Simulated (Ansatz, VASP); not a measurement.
Te: VASP beside Ansatz

```
Te
1.0
     2.37089    1.36884    1.59952
    -2.37089    1.36884    1.59952
     0.00000   -2.73767    1.59952
Te
1
Direct
  0.50000 0.50000 0.50000
```

Alike in both runs: task single point; functional PBEsol; k mesh 18 × 18 × 18; occupations gaussian, width 0.15 eV; no spin polarisation.

|  | VASP | Ansatz |
| --- | --- | --- |
| version | VASP 6.6.1 | Ansatz 0.2.0 |
| potentials or method | VASP PAW PBE potentials, release 64 (Te) | scalar-relativistic, plane waves, PAW |
| plane-wave cutoff (eV) | 520 | 420 |
| valence electrons in the cell | 6 | 16 |

Ansatz gave:

```
gap on the k mesh at the Fermi level (eV)       : none
pressure (GPa)                                  : -1.2
largest component of the traceless stress (GPa) : 0.64
```

Which values does VASP return?

gap on the k mesh at the Fermi level (eV): none; pressure (GPa): -1.2; largest component of the traceless stress (GPa): 0.61.

A gap of «none» marks a metal or a gap that the smearing closes. The two sets of potentials don't hold the same shells in valence.

Caveats: the PAW data sets were made with another functional, which shifts forces and pressure a little (VASP). Spin-orbit coupling is left out, which matters for the levels of Te.
